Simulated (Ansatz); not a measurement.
Method: DFT PBE, scalar-relativistic, plane waves, PAW (Ansatz 0.2.0). All cells share a 420 eV cutoff and Γ-centred k meshes spaced at most about 0.3 Å⁻¹ (about 0.25 or finer for metals, 2π included). No spin polarisation in the final relaxations.

All energies are static (0 K, no zero-point motion). Lower structures may exist.

Task: Order these relaxed structures of SnTe by energy, lowest first, with the energy over the lowest of them.
A.

```
Sn Te
1.0
    -2.26692    2.26692    3.21724
     2.26692   -2.26692    3.21724
     2.26692    2.26692   -3.21724
Sn Te
1 1
Direct
  0.69747 0.69747 0.00000
  0.17753 0.17753 0.00000
```

B.

```
Sn Te
1.0
     5.42500    0.00000    0.00000
    -2.71250    4.69819    0.00000
     0.00000    0.00000    6.51143
Sn Te
2 2
Direct
  0.33333 0.66667 0.95482
  0.66667 0.33333 0.45482
  0.33333 0.66667 0.43018
  0.66667 0.33333 0.93018
```

C.

```
Sn Te
1.0
     4.48475    0.00000    0.00000
     0.00000    4.48475    0.00000
     0.00000    0.00000    3.18930
Sn Te
1 1
Direct
  0.50000 0.50000 0.00000
  0.00000 0.00000 0.00000
```

D.

```
Sn Te
1.0
     3.88713    0.00000    0.00000
     0.00000    3.88713    0.00000
     0.00000    0.00000    3.88713
Sn Te
1 1
Direct
  0.00000 0.00000 0.00000
  0.50000 0.50000 0.50000
```

Result: A (0 meV/atom), B (117 meV/atom), C (171 meV/atom), D (242 meV/atom). Forms: A I4mm; B P6_3mc; C P4/mmm; D caesium chloride type, Pm-3m. Counting Te atoms around Sn (those within 1.25 times the shortest such distance or 1.15 times the sum of covalent radii, 1.27 where that leaves under three; the shortest distance is added where it exceeds 1.18 times the sum of covalent radii): A has Sn 6; B has Sn 5; C has Sn 4; D has Sn 8 from 3.4 Å.

Spin–orbit coupling, which can matter for Te, is left out. The Pm-3m cell at 29.4 Å³/atom was relaxed from a Materials Project cell. Cells relaxed within their symmetry can be saddle points. The part of the Crystallography Open Database at hand lists SnTe in space group No. 225, which no cell shown has. Some types were kept out of the candidates beforehand, so the set may lack a known form.
